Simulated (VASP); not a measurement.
# SiO2 (I-42d) in VASP: reference runs

Reference runs on SiO2: the cell as given and a disturbed copy.

Program: VASP 6.6.1. These are calculated values, not measurements. Logs are shortened: lines on timing, memory, paths and dates and some standing lists are left out, and cuts for length are marked.

### 1 The crystal as given

It takes space group I-42d (No. 122, tetragonal). Conventional cell: a = 4.955 Å, b = 4.955 Å, c = 7.311 Å, α = 90.00°, β = 90.00°, γ = 90.00°. Si (site symmetry -4) has 4 O at 1.61 Å as nearest neighbours. O (site symmetry 2) is surrounded by 2 Si at 1.61 Å.

The cell comes from a database or a generator and needn't be the stable form of this composition.

### 2 Single point, PBE

INCAR

```
PREC     = Accurate       # precision mode
ENCUT    = 520            # plane-wave cutoff, eV
EDIFF    = 1E-7           # SCF threshold, eV
ISMEAR   = -1             # smearing method
SIGMA    = 0.05           # smearing width, eV
LREAL    = False          # projectors in reciprocal space
LASPH    = True           # aspherical terms in the spheres
NELM     = 60             # most SCF steps
ALGO     = Normal         # electronic algorithm
ISIF     = 2              # what is computed and relaxed
LWAVE    = False          # write WAVECAR
LCHARG   = False          # write CHGCAR
GGA      = PE             # functional
NBANDS   = 25             # bands
```

KPOINTS

```
regular mesh
0
Gamma
  8 8 8
```

POSCAR

```
SiO2
1.0
   -2.4772904627      2.4772904627      3.6556712422
    2.4772904627     -2.4772904627      3.6556712422
    2.4772904627      2.4772904627     -3.6556712422
Si O
2 4
Direct
    0.7500000000      0.2500000000      0.5000000000
    0.0000000000      0.0000000000      0.0000000000
    0.8750000000      0.0282138700      0.6532138700
    0.7782138700      0.1250000000      0.1532138700
    0.9717861300      0.6250000000      0.8467861300
    0.3750000000      0.2217861300      0.3467861300
```

Potentials or basis: VASP PAW PBE potentials, release 64 (Si, O).

The run is started by

```sh
> cat potpaw_PBE.64/Si/POTCAR potpaw_PBE.64/O/POTCAR > POTCAR
> mpirun -np 1 vasp_std > vasp.out
```

OUTCAR:

```text
PREC = Accurate
   ENCUT = 520
   EDIFF = 1E-7
   ISMEAR = -1
   LREAL = False
   LASPH = True
   NELM = 60
   ISIF = 2
   GGA = PE

 ion  position               nearest neighbor table
   1  0.750  0.250  0.500-   4 1.61   5 1.61   6 1.61   3 1.61   2 3.08   2 3.08   2 3.08   2 3.08

   2  0.000  0.000  0.000-   3 1.61   5 1.61   6 1.61   4 1.61   1 3.08   1 3.08   1 3.08   1 3.08

   3  0.875  0.028  0.653-   2 1.61   1 1.61
   4  0.778  0.125  0.153-   1 1.61   2 1.61
   5  0.972  0.625  0.847-   1 1.61   2 1.61
   6  0.375  0.222  0.347-   1 1.61   2 1.61

  LATTYP: Found a body centered tetragonal cell.
 ALAT       =     4.9545809254
 C/A-ratio  =     1.4756732395

  Lattice vectors:

 A1 = (  -2.4772904627,   2.4772904627,   3.6556712422)
 A2 = (   2.4772904627,  -2.4772904627,   3.6556712422)
 A3 = (   2.4772904627,   2.4772904627,  -3.6556712422)

Analysis of symmetry for initial positions (statically):
=====================================================================
 Subroutine PRICEL returns:
 Original cell was already a primitive cell.

 Routine SETGRP: Setting up the symmetry group for a
 body centered tetragonal supercell.

 Subroutine GETGRP returns: Found  8 space group operations
 (whereof  4 operations were pure point group operations)
 out of a pool of 16 trial point group operations.

The static configuration has the point symmetry S_4 .
 The point group associated with its full space group is D_2d.

Analysis of symmetry for dynamics (positions and initial velocities):
=====================================================================
 Subroutine PRICEL returns:
 Original cell was already a primitive cell.

 Routine SETGRP: Setting up the symmetry group for a
 body centered tetragonal supercell.

 Subroutine GETGRP returns: Found  8 space group operations
 (whereof  4 operations were pure point group operations)
 out of a pool of 16 trial point group operations.

The dynamic configuration has the point symmetry S_4 .
 The point group associated with its full space group is D_2d.

 Subroutine INISYM returns: Found  8 space group operations
 (whereof  4 operations are pure point group operations),
 and found     1 'primitive' translations

----------------------------------------------------------------------------------------

                                     Primitive cell

  volume of cell :      89.7390

  direct lattice vectors                    reciprocal lattice vectors
    -2.477290463  2.477290463  3.655671242     0.000000000  0.201833417  0.136773787
     2.477290463 -2.477290463  3.655671242     0.201833417  0.000000000  0.136773787
     2.477290463  2.477290463 -3.655671242     0.201833417  0.201833417  0.000000000

  length of vectors
     5.063385064  5.063385064  5.063385064     0.243810987  0.243810987  0.285435556

  position of ions in fractional coordinates (direct lattice)
     0.750000000  0.250000000  0.500000000
     0.000000000  0.000000000  0.000000000
     0.875000000  0.028213870  0.653213870
     0.778213870  0.125000000  0.153213870
     0.971786130  0.625000000  0.846786130
     0.375000000  0.221786130  0.346786130

  ion indices of the primitive-cell ions
   primitive index   ion index
                 1           1
                 2           2
                 3           3
                 4           4
                 5           5
                 6           6

----------------------------------------------------------------------------------------

 KPOINTS: regular mesh

Automatic generation of k-mesh.
 Grid dimensions read from file:
 generate k-points for:    8    8    8

 Generating k-lattice:

  Cartesian coordinates                     Fractional coordinates (reciprocal lattice)
     0.000000000  0.025229177  0.017096723     0.125000000  0.000000000  0.000000000
     0.025229177  0.000000000  0.017096723     0.000000000  0.125000000  0.000000000
     0.025229177  0.025229177  0.000000000     0.000000000  0.000000000  0.125000000

  Length of vectors
     0.030476373  0.030476373  0.035679445

  Shift w.r.t. Gamma in fractional coordinates (k-lattice)
     0.000000000  0.000000000  0.000000000

 Subroutine IBZKPT returns following result:
 ===========================================

 Found     59 irreducible k-points:

 Following reciprocal coordinates:
            Coordinates               Weight
  0.000000  0.000000  0.000000      1.000000
  0.125000  0.000000  0.000000      8.000000
  0.250000  0.000000  0.000000      8.000000
  0.375000  0.000000 -0.000000      8.000000
  0.500000  0.000000  0.000000      4.000000
  0.125000  0.125000  0.000000      8.000000
[... 16 lines left out ...]
  0.250000  0.125000  0.125000     16.000000
  0.375000  0.125000  0.125000      8.000000
 [... further k-points ...]
   k-points           NKPTS =     59   k-points in BZ     NKDIM =     59   number of bands    NBANDS=     25
   number of dos      NEDOS =    301   number of ions     NIONS =      6
   total plane-waves  NPLWV =  64000
   dimension x,y,z NGX =    40 NGY =   40 NGZ =   40
   dimension x,y,z NGXF=    80 NGYF=   80 NGZF=   80
   ions per type =               2   4
   NGX,Y,Z   is equivalent  to a cutoff of  13.13, 13.13, 13.13 a.u.
   NGXF,Y,Z  is equivalent  to a cutoff of  26.27, 26.27, 26.27 a.u.
 SYSTEM =  unknown system
   PREC   = accura    normal or accurate (medium, high low for compatibility)
   ISTART =      0    job   : 0-new  1-cont  2-samecut
   ICHARG =      2    charge: 1-file 2-atom 10-const
   ISPIN  =      1    spin polarized calculation?
   LNONCOLLINEAR =      F non collinear calculations
   LSORBIT =      F    spin-orbit coupling
   LASPH  =      T    aspherical Exc in radial PAW
   ENCUT  =  520.0 eV  38.22 Ry    6.18 a.u.   9.41  9.41  9.41*2*pi/ulx,y,z
   NELM   =     60;   NELMIN=  2; NELMDL= -5     # of ELM steps
   EDIFF  = 0.1E-06   stopping-criterion for ELM
   LREAL  =      F    real-space projection
   EDIFFG = 0.1E-05   stopping-criterion for IOM
   NSW    =      0    number of steps for IOM
   IBRION =     -1    ionic relax: 0-MD 1-quasi-New 2-CG
   NFREE  =      0    steps in history (QN), initial steepest desc. (CG)
   ISIF   =      2    stress and relaxation
   ISYM   =      2    0-nonsym 1-usesym 2-fastsym
   POTIM  = 0.5000    time-step for ionic-motion
   TEBEG  =    0.0;   TEEND  =   0.0 temperature during run
   PSTRESS=    0.0 pullay stress
   NELECT =      32.0000    total number of electrons
   NUPDOWN=      -1.0000    fix difference up-down
   EMIN   =  10.00;   EMAX   =-10.00  energy-range for DOS
   EFERMI =   0.00;   METHOD = LEGACY
   ISMEAR =    -1;   SIGMA  =   0.05  broadening in eV -4-tet -1-fermi 0-gaus
   EFERMI_NEDOS =   21; number of points for ismear=-14 and -15
   IALGO  =     38    algorithm
   IMIX   =      4    mixing-type and parameters
     AMIX     =   0.40;   BMIX     =  1.00
     AMIX_MAG =   1.60;   BMIX_MAG =  1.00
  volume/ion in A,a.u.               =      14.96       100.93
  Fermi-wavevector in a.u.,A,eV,Ry     =   1.160908  2.193798 18.336674  1.347708
  Thomas-Fermi vector in A             =   2.297486
   LORBIT       =      0    0 simple, 1 ext, 2 COOP (PROOUT), +10 PAW based schemes
   GGA     = PE    functional components
   LHFCALC =     F    Hartree Fock is set to
   AEXX    =    0.0000 exact exchange contribution
   IVDW    =     0    specifies the selected vdW correction
   LEPSILON=     F    determine dielectric tensor
   LRPA    =     F    only Hartree local field effects (RPA)
 non-spin polarized calculation
  energy-cutoff  :      520.00
  volume of cell :       89.74
 maximum number of plane-waves:      2435
 NGX is ok and might be reduce to    40
   NGX = 19   NGY = 19   NGZ = 19

 number of electron      32.0000000 magnetization

 Free energy of the ion-electron system (eV)
  ---------------------------------------------------
  ext. energy  EPLUGINS =         0.00000000
  ---------------------------------------------------
  free energy    TOTEN  =       -47.45095860 eV

  energy without entropy =      -47.45095860  energy(sigma->0) =      -47.45095860

 E-fermi :   0.6674     XC(G=0):  -8.1711

 val. band max:       -0.4250199829   @ k =   0.0000   0.0000   0.0000
 cond. band min:       5.4994082617   @ k =   0.0000   0.0000   0.0000
 fundamental gap:      5.9244282446
 Fermi energy:         0.6673631676

 k-point     1 :       0.0000    0.0000    0.0000
  band No.  band energies     occupation
      1     -19.6466      2.00000
      2     -17.5674      2.00000
      3     -17.5674      2.00000
      4     -17.5089      2.00000
      5      -9.6515      2.00000
      6      -5.9499      2.00000
[... 17 lines left out ...]
     24      12.6397      0.00000
     25      13.3207      0.00000

 k-point     2 :       0.1250    0.0000    0.0000
  band No.  band energies     occupation
      1     -19.5995      2.00000
      2     -17.6366      2.00000
      3     -17.5703      2.00000
      4     -17.5247      2.00000
      5      -9.5275      2.00000
      6      -5.9833      2.00000
[... 17 lines left out ...]
     24      12.5625      0.00000
     25      13.2164      0.00000

 k-point     3 :       0.2500    0.0000    0.0000
  band No.  band energies     occupation
      1     -19.4687      2.00000
      2     -17.8450      2.00000
      3     -17.5766      2.00000
      4     -17.5363      2.00000
      5      -9.2051      2.00000
      6      -6.1234      2.00000
[... 17 lines left out ...]
     24      12.6073      0.00000
     25      13.0218      0.00000

 k-point     4 :       0.3750    0.0000   -0.0000
  band No.  band energies     occupation
      1     -19.2984      2.00000
      2     -18.0933      2.00000
      3     -17.5820      2.00000
      4     -17.5451      2.00000
      5      -8.8316      2.00000
      6      -6.3283      2.00000
[... 17 lines left out ...]
     24      12.3811      0.00000
     25      13.5047      0.00000

 k-point     5 :       0.5000    0.0000    0.0000
  band No.  band energies     occupation
      1     -19.2050      2.00000
      2     -18.2182      2.00000
      3     -17.5838      2.00000
      4     -17.5488      2.00000
      5      -8.6515      2.00000
      6      -6.4399      2.00000
[... 17 lines left out ...]
     24      12.8180      0.00000
     25      13.0440      0.00000

 k-point     6 :       0.1250    0.1250    0.0000
  band No.  band energies     occupation
      1     -19.5234      2.00000
      2     -17.7509      2.00000
      3     -17.5759      2.00000
      4     -17.5404      2.00000
      5      -9.3308      2.00000
      6      -6.0781      2.00000
[... 17 lines left out ...]
     24      12.5852      0.00000
     25      13.3033      0.00000
[... 393 lines left out ...]
 k-point    21 :       0.5000    0.5000    0.0000
  band No.  band energies     occupation
      1     -18.7369      2.00000
      2     -18.7369      2.00000
      3     -17.5792      2.00000
      4     -17.5792      2.00000
      5      -7.6781      2.00000
      6      -7.6781      2.00000
[... 17 lines left out ...]
     24      11.3512      0.00000
     25      12.8156      0.00000

 k-point    22 :       0.1250    0.1250    0.1250
  band No.  band energies     occupation
      1     -19.3495      2.00000
      2     -18.0179      2.00000
      3     -17.5834      2.00000
      4     -17.5425      2.00000
      5      -8.9304      2.00000
      6      -6.4540      2.00000
[... 17 lines left out ...]
     24      12.3161      0.00000
     25      12.8587      0.00000

 k-point    23 :       0.2500    0.1250    0.1250
  band No.  band energies     occupation
      1     -19.1760      2.00000
      2     -18.2472      2.00000
      3     -17.5886      2.00000
      4     -17.5536      2.00000
      5      -8.5577      2.00000
      6      -6.7245      2.00000
[... 17 lines left out ...]
     24      12.3780      0.00000
     25      12.9795      0.00000

 k-point    24 :       0.3750    0.1250    0.1250
  band No.  band energies     occupation
      1     -19.0735      2.00000
      2     -18.3727      2.00000
      3     -17.5901      2.00000
      4     -17.5586      2.00000
      5      -8.3590      2.00000
      6      -6.8811      2.00000
[... 17 lines left out ...]
     24      12.6579      0.00000
     25      13.2113      0.00000

 [... further k-points ...]

------------------------ aborting loop because EDIFF is reached ----------------------------------------

  FORCE on cell =-STRESS in cart. coord.  units (eV):
  Direction    XX          YY          ZZ          XY          YZ          ZX
  --------------------------------------------------------------------------------------
  -------------------------------------------------------------------------------------
  Total        2.5724630      2.5724630      2.5236751      0.0000000      0.0000000      0.0000000
  in kB       45.9281269     45.9281269     45.0570797      0.0000000      0.0000000      0.0000000
  external PRESSURE =      45.6377779 kB  Pullay stress =       0.0000000 kB

 VOLUME and BASIS-vectors are now :
 -----------------------------------------------------------------------------
  energy-cutoff  :      520.00
  volume of cell :       89.74
      direct lattice vectors                 reciprocal lattice vectors
    -2.477290463  2.477290463  3.655671242     0.000000000  0.201833417  0.136773787
     2.477290463 -2.477290463  3.655671242     0.201833417  0.000000000  0.136773787
     2.477290463  2.477290463 -3.655671242     0.201833417  0.201833417  0.000000000

 POSITION                                       TOTAL-FORCE (eV/Angst)
 -----------------------------------------------------------------------------------
      0.00000      2.47729      1.82784         0.000000      0.000000      0.000000
      0.00000      0.00000      0.00000         0.000000      0.000000      0.000000
     -0.47953      3.71594      0.91392        -0.268382      0.000000     -0.000000
     -1.23865      1.99776      2.74175         0.000000     -0.268382     -0.000000
      1.23865      2.95683      2.74175         0.000000      0.268382      0.000000
      0.47953      1.23865      0.91392         0.268382      0.000000      0.000000
 -----------------------------------------------------------------------------------
    total drift:                                0.000002      0.000002      0.000001

  FREE ENERGIE OF THE ION-ELECTRON SYSTEM (eV)
  ---------------------------------------------------
  free  energy   TOTEN  =       -47.4509585987 eV

  energy  without entropy=      -47.4509585987  energy(sigma->0) =      -47.45095860
```

Wall time 2.1 min (1 thread of Intel Xeon Platinum 8488C (Sapphire Rapids), shared host); peak memory 0.27 GiB.

What came out:

| Property | Result |
| --- | --- |
| Free energy | -47.4510 eV |
| Pressure | 4.6 GPa |
| Largest force | 0.268 eV/Å |
| Band gap on the k mesh | 5.92 eV, direct |

Forces in eV/Å, atoms in the order of the input:
```
Si   0.000  0.000  0.000
Si   0.000  0.000  0.000
O   -0.268  0.000  0.000
O    0.000 -0.268  0.000
O    0.000  0.268  0.000
O    0.268  0.000  0.000
```

Levels at points of the mesh, in eV from the valence-band top:
```tsv
k point	band 14	band 15	band 16	band 17	band 18	band 19
(0.00, 0.00, 0.00)	-0.69	0.00	0.00	5.92	8.84	10.65
(0.50, 0.00, 0.00)	-0.79	-0.49	-0.14	8.24	8.99	9.75
(0.50, 0.50, 0.00)	-0.98	-0.34	-0.34	9.15	9.15	10.25
(0.50, 0.50, 0.50)	-1.47	-0.32	-0.32	8.93	8.93	10.29
```

A k mesh can miss the band edges. As with any semilocal functional, this PBE gap is likely too small.

[end of part 1 of 2]
